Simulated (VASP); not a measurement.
# Ca (Im-3m) in VASP: a series of runs, part 2 of 2

VASP 6.6.1.

## Step 3: Single point, RPBE

This run uses another cell than the first one, of 46.24 Å³/atom, 1.040 times its volume.

Contents of INCAR:

```
SYSTEM = Ca
PREC = Accurate
ENCUT = 520
EDIFF = 1E-6
ISMEAR = -1
SIGMA = 0.1
LREAL = .False.
LASPH = .True.
NELM = 60
ALGO = Normal
ISIF = 2
LWAVE = .False.
LCHARG = .False.
GGA = RP
NBANDS = 11
```

Contents of KPOINTS:

```
regular mesh
0
Gamma
  11 11 11
  0 0 0
```

Contents of POSCAR:

```
Ca
1.0
   -2.2611096638      2.2611096638      2.2611096638
    2.2611096638     -2.2611096638      2.2611096638
    2.2611096638      2.2611096638     -2.2611096638
Ca
1
Direct
    0.0000000000      0.0000000000      0.0000000000
```

Potentials or basis: VASP PAW PBE potentials, release 64 (Ca_sv).

Run with:

```sh
cat potpaw_PBE.64/Ca_sv/POTCAR > POTCAR
mpirun -np 1 vasp_std > vasp.out
```

OUTCAR:

```text
SYSTEM = Ca
   PREC = Accurate
   ENCUT = 520
   EDIFF = 1E-6
   ISMEAR = -1
   LREAL = .False.
   LASPH = .True.
   NELM = 60
   ISIF = 2
   GGA = RP

 ion  position               nearest neighbor table
   1  0.000  0.000  0.000-

  LATTYP: Found a body centered cubic cell.
 ALAT       =     4.5222193276

  Lattice vectors:

 A1 = (  -2.2611096638,   2.2611096638,   2.2611096638)
 A2 = (   2.2611096638,  -2.2611096638,   2.2611096638)
 A3 = (   2.2611096638,   2.2611096638,  -2.2611096638)

Analysis of symmetry for initial positions (statically):
=====================================================================
 Subroutine PRICEL returns:
 Original cell was already a primitive cell.

 Routine SETGRP: Setting up the symmetry group for a
 body centered cubic supercell.

 Subroutine GETGRP returns: Found 48 space group operations
 (whereof 48 operations were pure point group operations)
 out of a pool of 48 trial point group operations.

The static configuration has the point symmetry O_h .

Analysis of symmetry for dynamics (positions and initial velocities):
=====================================================================
 Subroutine PRICEL returns:
 Original cell was already a primitive cell.

 Routine SETGRP: Setting up the symmetry group for a
 body centered cubic supercell.

 Subroutine GETGRP returns: Found 48 space group operations
 (whereof 48 operations were pure point group operations)
 out of a pool of 48 trial point group operations.

The dynamic configuration has the point symmetry O_h .

 Subroutine INISYM returns: Found 48 space group operations
 (whereof 48 operations are pure point group operations),
 and found     1 'primitive' translations

----------------------------------------------------------------------------------------

                                     Primitive cell

  volume of cell :      46.2408

  direct lattice vectors                    reciprocal lattice vectors
    -2.261109664  2.261109664  2.261109664     0.000000000  0.221130363  0.221130363
     2.261109664 -2.261109664  2.261109664     0.221130363  0.000000000  0.221130363
     2.261109664  2.261109664 -2.261109664     0.221130363  0.221130363  0.000000000

  length of vectors
     3.916356819  3.916356819  3.916356819     0.312725558  0.312725558  0.312725558

  position of ions in fractional coordinates (direct lattice)
     0.000000000  0.000000000  0.000000000

  ion indices of the primitive-cell ions
   primitive index   ion index
                 1           1

----------------------------------------------------------------------------------------

 KPOINTS: regular mesh

Automatic generation of k-mesh.
 Grid dimensions read from file:
 generate k-points for:   11   11   11

 Generating k-lattice:

  Cartesian coordinates                     Fractional coordinates (reciprocal lattice)
     0.000000000  0.020102760  0.020102760     0.090909091  0.000000000  0.000000000
     0.020102760  0.000000000  0.020102760     0.000000000  0.090909091  0.000000000
     0.020102760  0.020102760  0.000000000     0.000000000  0.000000000  0.090909091

  Length of vectors
     0.028429596  0.028429596  0.028429596

  Shift w.r.t. Gamma in fractional coordinates (k-lattice)
     0.000000000  0.000000000  0.000000000

 Subroutine IBZKPT returns following result:
 ===========================================

 Found     56 irreducible k-points:

 Following reciprocal coordinates:
            Coordinates               Weight
  0.000000  0.000000  0.000000      1.000000
  0.090909  0.000000  0.000000     12.000000
  0.181818  0.000000  0.000000     12.000000
  0.272727  0.000000  0.000000     12.000000
  0.363636  0.000000  0.000000     12.000000
  0.454545  0.000000  0.000000     12.000000
[... 16 lines left out ...]
  0.272727  0.181818  0.090909     48.000000
  0.363636  0.181818  0.090909     24.000000
 [... further k-points ...]
   k-points           NKPTS =     56   k-points in BZ     NKDIM =     56   number of bands    NBANDS=     11
   number of dos      NEDOS =    301   number of ions     NIONS =      1
   total plane-waves  NPLWV =  27000
   dimension x,y,z NGX =    30 NGY =   30 NGZ =   30
   dimension x,y,z NGXF=    60 NGYF=   60 NGZF=   60
   ions per type =               1
   NGX,Y,Z   is equivalent  to a cutoff of  12.73, 12.73, 12.73 a.u.
   NGXF,Y,Z  is equivalent  to a cutoff of  25.47, 25.47, 25.47 a.u.
 SYSTEM =  Ca
   PREC   = accura    normal or accurate (medium, high low for compatibility)
   ISTART =      0    job   : 0-new  1-cont  2-samecut
   ICHARG =      2    charge: 1-file 2-atom 10-const
   ISPIN  =      1    spin polarized calculation?
   LNONCOLLINEAR =      F non collinear calculations
   LSORBIT =      F    spin-orbit coupling
   LASPH  =      T    aspherical Exc in radial PAW
   ENCUT  =  520.0 eV  38.22 Ry    6.18 a.u.   7.28  7.28  7.28*2*pi/ulx,y,z
   NELM   =     60;   NELMIN=  2; NELMDL= -5     # of ELM steps
   EDIFF  = 0.1E-05   stopping-criterion for ELM
   LREAL  =      F    real-space projection
   EDIFFG = 0.1E-04   stopping-criterion for IOM
   NSW    =      0    number of steps for IOM
   IBRION =     -1    ionic relax: 0-MD 1-quasi-New 2-CG
   NFREE  =      0    steps in history (QN), initial steepest desc. (CG)
   ISIF   =      2    stress and relaxation
   ISYM   =      2    0-nonsym 1-usesym 2-fastsym
   POTIM  = 0.5000    time-step for ionic-motion
   TEBEG  =    0.0;   TEEND  =   0.0 temperature during run
   PSTRESS=    0.0 pullay stress
   NELECT =      10.0000    total number of electrons
   NUPDOWN=      -1.0000    fix difference up-down
   EMIN   =  10.00;   EMAX   =-10.00  energy-range for DOS
   EFERMI =   0.00;   METHOD = LEGACY
   ISMEAR =    -1;   SIGMA  =   0.10  broadening in eV -4-tet -1-fermi 0-gaus
   EFERMI_NEDOS =   21; number of points for ismear=-14 and -15
   IALGO  =     38    algorithm
   IMIX   =      4    mixing-type and parameters
     AMIX     =   0.40;   BMIX     =  1.00
     AMIX_MAG =   1.60;   BMIX_MAG =  1.00
  volume/ion in A,a.u.               =      46.24       312.05
  Fermi-wavevector in a.u.,A,eV,Ry     =   0.982652  1.856944 13.137861  0.965606
  Thomas-Fermi vector in A             =   2.113751
   LORBIT       =      0    0 simple, 1 ext, 2 COOP (PROOUT), +10 PAW based schemes
   GGA     = RP    functional components
   LHFCALC =     F    Hartree Fock is set to
   AEXX    =    0.0000 exact exchange contribution
   IVDW    =     0    specifies the selected vdW correction
   LEPSILON=     F    determine dielectric tensor
   LRPA    =     F    only Hartree local field effects (RPA)
 non-spin polarized calculation
  energy-cutoff  :      520.00
  volume of cell :       46.24
 maximum number of plane-waves:      1264
 NGX is ok and might be reduce to    30
   NGX = 15   NGY = 15   NGZ = 15

 number of electron      10.0000000 magnetization

 number of electron       9.9999999 magnetization

 Free energy of the ion-electron system (eV)
  ---------------------------------------------------
  ext. energy  EPLUGINS =         0.00000000
  ---------------------------------------------------
  free energy    TOTEN  =        -1.75053661 eV

  energy without entropy =       -1.70245571  energy(sigma->0) =       -1.72649616

 E-fermi :   1.7414     XC(G=0):  -7.3381

 val. band max:        1.7361400043   @ k =  -0.4545   0.4545   0.3636
 cond. band min:       1.7511850441   @ k =  -0.4545  -0.4545   0.1818
 fundamental gap:      0.0150450398
 Fermi energy:         1.7413912723

 k-point     1 :       0.0000    0.0000    0.0000
  band No.  band energies     occupation
      1     -40.6318      2.00000
      2     -21.4973      2.00000
      3     -21.4973      2.00000
      4     -21.4973      2.00000
      5      -2.1308      2.00000
      6       3.9834      0.00000
      7       3.9834      0.00000
      8       3.9834      0.00000
      9       4.9329      0.00000
     10       4.9329      0.00000
     11      11.4641      0.00000

 k-point     2 :       0.0909    0.0000    0.0000
  band No.  band energies     occupation
      1     -40.6311      2.00000
      2     -21.5052      2.00000
      3     -21.5000      2.00000
      4     -21.4973      2.00000
      5      -1.9927      2.00000
      6       3.9002      0.00000
      7       3.9265      0.00000
      8       4.0837      0.00000
      9       4.8405      0.00000
     10       4.9356      0.00000
     11      11.2015      0.00000
[... 295 lines left out ...]
 k-point    24 :       0.3636    0.1818    0.0909
  band No.  band energies     occupation
      1     -40.6221      2.00000
      2     -21.5770      2.00000
      3     -21.5414      2.00000
      4     -21.5121      2.00000
      5       1.5146      1.81242
      6       1.7663      0.87597
      7       2.6439      0.00024
      8       5.0039      0.00000
      9       5.1872      0.00000
     10       5.9564      0.00000
     11       6.3000      0.00000

 [... further k-points ...]
[... 5 lines left out ...]
  --------------------------------------------------------------------------------------
  -------------------------------------------------------------------------------------
  Total       -0.1661955     -0.1661955     -0.1661955      0.0000000      0.0000000      0.0000000
  in kB       -5.7584431     -5.7584431     -5.7584431      0.0000000      0.0000000      0.0000000
  external PRESSURE =      -5.7584431 kB  Pullay stress =       0.0000000 kB

 VOLUME and BASIS-vectors are now :
 -----------------------------------------------------------------------------
  energy-cutoff  :      520.00
  volume of cell :       46.24
      direct lattice vectors                 reciprocal lattice vectors
    -2.261109664  2.261109664  2.261109664     0.000000000  0.221130363  0.221130363
     2.261109664 -2.261109664  2.261109664     0.221130363  0.000000000  0.221130363
     2.261109664  2.261109664 -2.261109664     0.221130363  0.221130363  0.000000000

 POSITION                                       TOTAL-FORCE (eV/Angst)
 -----------------------------------------------------------------------------------
      0.00000      0.00000      0.00000         0.000000      0.000000      0.000000
 -----------------------------------------------------------------------------------
    total drift:                               -0.000000     -0.000000      0.000000

  FREE ENERGIE OF THE ION-ELECTRON SYSTEM (eV)
  ---------------------------------------------------
  free  energy   TOTEN  =        -1.7505366069 eV

  energy  without entropy=       -1.7024557102  energy(sigma->0) =       -1.72649616
```

stdout:

```text
POSCAR found type information on POSCAR Ca
 POSCAR found :  1 types and       1 ions
 scaLAPACK will be used
 -----------------------------------------------------------------------------
|                                                                             |
|                                                                             |
|     You enforced a specific xc type in the INCAR file but a different       |
|     I HOPE YOU KNOW WHAT YOU ARE DOING!                                     |
|                                                                             |
 -----------------------------------------------------------------------------

 LDA part: xc-table for (Slater+PW92), standard interpolation
 POSCAR, INCAR and KPOINTS ok, starting setup
 FFT: planning ... GRIDC
 FFT: planning ... GRID_SOFT
 FFT: planning ... GRID
 WAVECAR not read
 entering main loop
```

Wall time 10 s (1 thread of Intel Xeon 6975P-C (Granite Rapids), shared host); peak memory 0.18 GiB.

What came out:

* Free energy: -1.7505 eV
* Pressure: -0.6 GPa
* Band gap on the k mesh: none (metal or under the smearing width)

Levels at points of the mesh, in eV from the Fermi level:
```
           k point  band 1  band 2  band 3  band 4  band 5  band 6  band 7  band 8  band 9  band 10
(0.00, 0.00, 0.00)  -42.37  -23.24  -23.24  -23.24   -3.87    2.24    2.24    2.24    3.19     3.19
```

Caveat: the PAW data sets were made with another functional, which shifts forces and pressure a little.

## Step 4: Single point, RPBE

This run uses another cell than the first one, of 42.68 Å³/atom, 0.960 times its volume.

Contents of INCAR:

```
SYSTEM = Ca
ALGO     = Normal         ! electronic algorithm
EDIFF    = 1E-6           ! SCF threshold, eV
ENCUT    = 520            ! plane-wave cutoff, eV
GGA      = RP             ! functional
ISIF     = 2              ! what is computed and relaxed
ISMEAR   = -1             ! smearing method
LASPH    = .True.         ! aspherical terms in the spheres
LCHARG   = .False.        ! write CHGCAR
LREAL    = .False.        ! projectors in reciprocal space
LWAVE    = .False.        ! write WAVECAR
NBANDS   = 11             ! bands
NELM     = 60             ! most SCF steps
PREC     = Accurate       ! precision mode
SIGMA    = 0.1            ! smearing width, eV
```

Contents of KPOINTS:

```
k-points
0
Gamma
  11 11 11
  0 0 0
```

Contents of POSCAR:

```
Ca
1.0
   -2.2015789157      2.2015789157      2.2015789157
    2.2015789157     -2.2015789157      2.2015789157
    2.2015789157      2.2015789157     -2.2015789157
Ca
1
Direct
    0.0000000000      0.0000000000      0.0000000000
```

Run with:

```sh
cat potpaw_PBE.64/Ca_sv/POTCAR > POTCAR
mpirun -np 1 vasp_std > vasp.out
```

It took 7.9 s on 1 thread of Intel Xeon 6975P-C (Granite Rapids), shared host; peak memory 0.16 GiB.

It converged, with:

```yaml
Free_energy: -1.7493 eV
Pressure: 0.7 GPa
Band_gap_on_the_k_mesh: none (metal or under the smearing width)
```

Levels at points of the mesh, in eV from the Fermi level:
```csv
k point,band 3,band 4,band 5,band 6,band 7,band 8
"(0.00, 0.00, 0.00)",-23.04,-23.04,-4.02,2.36,2.36,2.36
```

Caveat: the PAW data sets were made with another functional, which shifts forces and pressure a little.

## Step 5: Single point, RPBE

This run uses another cell than the first one, of 40.91 Å³/atom, 0.920 times its volume.

Contents of INCAR:

```
SYSTEM = Ca
PREC     = Accurate       ! precision mode
ENCUT    = 520            ! plane-wave cutoff, eV
EDIFF    = 1E-6           ! SCF threshold, eV
ISMEAR   = -1             ! smearing method
SIGMA    = 0.1            ! smearing width, eV
LREAL    = .False.        ! projectors in reciprocal space
LASPH    = .True.         ! aspherical terms in the spheres
NELM     = 80             ! most SCF steps
ALGO     = Normal         ! electronic algorithm
ISIF     = 2              ! what is computed and relaxed
LWAVE    = .False.        ! write WAVECAR
LCHARG   = .False.        ! write CHGCAR
GGA      = RP             ! functional
NBANDS   = 11             ! bands
```

Contents of KPOINTS:

```
regular mesh
0
Gamma
  11 11 11
  0 0 0
```

Contents of POSCAR:

```
Ca
1.0
   -2.1705666310      2.1705666310      2.1705666310
    2.1705666310     -2.1705666310      2.1705666310
    2.1705666310      2.1705666310     -2.1705666310
Ca
1
Direct
    0.0000000000      0.0000000000      0.0000000000
```

Potentials or basis: VASP PAW PBE potentials, release 64 (Ca_sv).

Run with:

```sh
cat potpaw_PBE.64/Ca_sv/POTCAR > POTCAR
mpirun -np 1 vasp_std > vasp.out
```

OUTCAR:

```text
SYSTEM = Ca
   PREC = Accurate
   ENCUT = 520
   EDIFF = 1E-6
   ISMEAR = -1
   LREAL = .False.
   LASPH = .True.
   NELM = 80
   ISIF = 2
   GGA = RP

 ion  position               nearest neighbor table
   1  0.000  0.000  0.000-

  LATTYP: Found a body centered cubic cell.
 ALAT       =     4.3411332620

  Lattice vectors:

 A1 = (  -2.1705666310,   2.1705666310,   2.1705666310)
 A2 = (   2.1705666310,  -2.1705666310,   2.1705666310)
 A3 = (   2.1705666310,   2.1705666310,  -2.1705666310)

Analysis of symmetry for initial positions (statically):
=====================================================================
 Subroutine PRICEL returns:
 Original cell was already a primitive cell.

 Routine SETGRP: Setting up the symmetry group for a
 body centered cubic supercell.

 Subroutine GETGRP returns: Found 48 space group operations
 (whereof 48 operations were pure point group operations)
 out of a pool of 48 trial point group operations.

The static configuration has the point symmetry O_h .

Analysis of symmetry for dynamics (positions and initial velocities):
[... 157 lines left out ...]
 E-fermi :   2.2238     XC(G=0):  -7.7045

 val. band max:        2.2172616028   @ k =   0.3636   0.2727  -0.0000
 cond. band min:       2.2241601628   @ k =  -0.4545  -0.4545   0.0909
 fundamental gap:      0.0068985599
 Fermi energy:         2.2238197110

 k-point     1 :       0.0000    0.0000    0.0000
  band No.  band energies     occupation
      1     -39.8536      2.00000
      2     -20.7066      2.00000
      3     -20.7066      2.00000
      4     -20.7066      2.00000
      5      -1.8739      2.00000
      6       4.6442      0.00000
      7       4.6442      0.00000
      8       4.6442      0.00000
      9       5.7192      0.00000
     10       5.7192      0.00000
     11      12.5576      0.00000
[... 309 lines left out ...]
 k-point    24 :       0.3636    0.1818    0.0909
  band No.  band energies     occupation
      1     -39.8361      2.00000
      2     -20.8326      2.00000
      3     -20.7759      2.00000
      4     -20.7303      2.00000
      5       1.9836      1.83398
      6       2.3025      0.62570
      7       3.1458      0.00020
      8       5.8342      0.00000
      9       6.0296      0.00000
     10       7.1291      0.00000
     11       7.3272      0.00000

 [... further k-points ...]
[... 5 lines left out ...]
  --------------------------------------------------------------------------------------
  -------------------------------------------------------------------------------------
  Total        0.3951353      0.3951353      0.3951353     -0.0000000     -0.0000000      0.0000000
  in kB       15.4766528     15.4766528     15.4766528     -0.0000000     -0.0000000      0.0000000
  external PRESSURE =      15.4766528 kB  Pullay stress =       0.0000000 kB

 VOLUME and BASIS-vectors are now :
 -----------------------------------------------------------------------------
  energy-cutoff  :      520.00
  volume of cell :       40.91
      direct lattice vectors                 reciprocal lattice vectors
    -2.170566631  2.170566631  2.170566631     0.000000000  0.230354596  0.230354596
     2.170566631 -2.170566631  2.170566631     0.230354596  0.000000000  0.230354596
     2.170566631  2.170566631 -2.170566631     0.230354596  0.230354596  0.000000000

 POSITION                                       TOTAL-FORCE (eV/Angst)
 -----------------------------------------------------------------------------------
      0.00000      0.00000      0.00000         0.000000      0.000000     -0.000000
 -----------------------------------------------------------------------------------
    total drift:                               -0.000000     -0.000000      0.000000

  FREE ENERGIE OF THE ION-ELECTRON SYSTEM (eV)
  ---------------------------------------------------
  free  energy   TOTEN  =        -1.7365500188 eV

  energy  without entropy=       -1.6882687478  energy(sigma->0) =       -1.71240938
```

stdout:

```text
POSCAR found type information on POSCAR Ca
 POSCAR found :  1 types and       1 ions
 scaLAPACK will be used
 -----------------------------------------------------------------------------
|                                                                             |
|                                                                             |
|     You enforced a specific xc type in the INCAR file but a different       |
|     I HOPE YOU KNOW WHAT YOU ARE DOING!                                     |
|                                                                             |
 -----------------------------------------------------------------------------

 LDA part: xc-table for (Slater+PW92), standard interpolation
 POSCAR, INCAR and KPOINTS ok, starting setup
 FFT: planning ... GRIDC
 FFT: planning ... GRID_SOFT
 FFT: planning ... GRID
 WAVECAR not read
 entering main loop
```

Run time: 7.9 s. Hardware: 1 thread of Intel Xeon 6975P-C (Granite Rapids), shared host; peak memory 0.16 GiB.

Results:

| Property | Result |
| --- | --- |
| Free energy | -1.7366 eV |
| Pressure | 1.5 GPa |
| Band gap on the k mesh | none (metal or under the smearing width) |

Caveat: the PAW data sets were made with another functional, which shifts forces and pressure a little.

## Step 6: Summary

| cell | k mesh | gap on the mesh (eV) | pressure (GPa) |
| --- | --- | --- | --- |
| Im-3m, 44.46 Å³/atom | 16 × 16 × 16 | none | 0.0 |
| Im-3m, 46.24 Å³/atom | 11 × 11 × 11 | none | -0.6 |
| Im-3m, 42.68 Å³/atom | 11 × 11 × 11 | none | 0.7 |
| Im-3m, 40.91 Å³/atom | 11 × 11 × 11 | none | 1.5 |

Alike in all rows: task single point; level RPBE; potentials or basis VASP PAW PBE potentials, release 64 (Ca_sv); no spin polarisation; cutoff (eV) 520; smearing fermi-dirac 0.1 eV.

Every run on the cell as given and a fine mesh finds a metal.

Caveats: the PAW data sets were made with another functional, which shifts forces and pressure a little.

Absolute energies hang on the potentials; compare differences alone.
